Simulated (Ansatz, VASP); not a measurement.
## InAs: VASP beside Ansatz

File INCAR:

```
SYSTEM = InAs
PREC     = Accurate       ! precision mode
ENCUT    = 520            ! plane-wave cutoff, eV
EDIFF    = 1E-6           ! SCF threshold, eV
ISMEAR   = 0              ! smearing method
SIGMA    = 0.15           ! smearing width, eV
LREAL    = .FALSE.        ! projectors in reciprocal space
LASPH    = .TRUE.         ! aspherical terms in the spheres
NELM     = 100            ! most SCF steps
ALGO     = Normal         ! electronic algorithm
ISIF     = 2              ! what is computed and relaxed
LWAVE    = .FALSE.        ! write WAVECAR
LCHARG   = .FALSE.        ! write CHGCAR
GGA      = PS             ! functional
NBANDS   = 16             ! bands
```

File KPOINTS:

```
Automatic mesh
0
G
  14 14 14
  0 0 0
```

POSCAR

```
InAs
1.0
    0.0000000000      3.0240000000      3.1298400000
    3.0240000000      0.0000000000      3.1298400000
    3.0240000000      3.0240000000      0.0000000000
In As
1 1
Direct
    0.0000000000      0.0000000000      0.0000000000
    0.7500000000      0.7500000000      0.7500000000
```

Input for Ansatz:

```yaml
crystal:
  lattice:
    - [0.0, 3.024, 3.12984]
    - [3.024, 0.0, 3.12984]
    - [3.024, 3.024, 0.0]
  atoms:
    - { symbol: In, position: [0.0, 0.0, 0.0] }
    - { symbol: As, position: [0.75, 0.75, 0.75] }
basis:
  ecutwfc: 420
kpoints:
  mp_grid: { grid: [14, 14, 14] }
hamiltonian:
  xc: pbesol
scf:
  occupations: { method: gaussian, width: 0.15 }
output:
  forces: true
  stress: true
  eigenvalues: true
```

Change from the starting cell: strain +0.0350 x Voigt [0, 0, 1, 0, 0, 0], atoms carried along.

Alike in both runs: task single point; functional PBEsol; k mesh 14 × 14 × 14; occupations gaussian, width 0.15 eV; no spin polarisation.

|  | VASP | Ansatz |
| --- | --- | --- |
| version | VASP 6.6.1 | Ansatz 0.2.0 |
| potentials or method | VASP PAW PBE potentials, release 64 (In_d, As) | scalar-relativistic, plane waves, PAW |
| plane-wave cutoff (eV) | 520 | 420 |
| valence electrons in the cell | 18 | 28 |

```csv
,VASP,Ansatz,Ansatz less VASP
gap on the k mesh at the Fermi level (eV),none,none,-
pressure (GPa),-0.8,-0.8,-0.08
largest component of the traceless stress (GPa),0.85,0.85,+0.001
```

A gap of «none» marks a metal or a gap that the smearing closes. The two sets of potentials don't hold the same shells in valence.

Caveats: the PAW data sets were made with another functional, which shifts forces and pressure a little (VASP).
